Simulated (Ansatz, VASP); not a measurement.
## One calculation of Al3Cu2, two programs

```
CELL_PARAMETERS angstrom
4.06449 0.00000 0.00000
-2.03224 3.51995 0.00000
0.00000 0.00000 4.95927
ATOMIC_POSITIONS crystal
Cu 0.66667 0.33333 0.16049
Cu 0.33333 0.66667 0.83951
Al 0.66667 0.33333 0.65007
Al 0.33333 0.66667 0.34993
Al 0.00000 0.00000 0.00000
```

Change from the starting cell: volume scaled by 0.98.

Alike in both runs: task single point; functional PBEsol; k mesh 8 × 8 × 6; occupations fermi-dirac, width 0.05 eV; no spin polarisation.

|  | VASP | Ansatz |
| --- | --- | --- |
| version | VASP 6.6.1 | Ansatz 0.2.0 |
| potentials or method | VASP PAW PBE potentials, release 64 (Cu, Al) | Ansatz PAW |
| plane-wave cutoff (eV) | 520 | 420 |
| valence electrons in the cell | 31 | 47 |

VASP gave:

- gap on the k mesh at the Fermi level (eV): none
- pressure (GPa): 2.9
- largest component of the traceless stress (GPa): 0.12
- rms of the force components (eV/Å): 0.035

**Question.** Which values does Ansatz return?

**Answer.** gap on the k mesh at the Fermi level (eV): none; pressure (GPa): 2.6; largest component of the traceless stress (GPa): 0.14; rms of the force components (eV/Å): 0.035.

Atom by atom the forces differ by 0.002 eV/Å (rms over components). A gap of «none» marks a metal or a gap that the smearing closes. The two sets of potentials don't hold the same shells in valence.

Caveats: the PAW data sets were made with another functional, which shifts forces and pressure a little (VASP); the PAW data sets come from PBE, with cores solved anew for the run's functional, which leaves a small shift of forces and pressure (Ansatz).
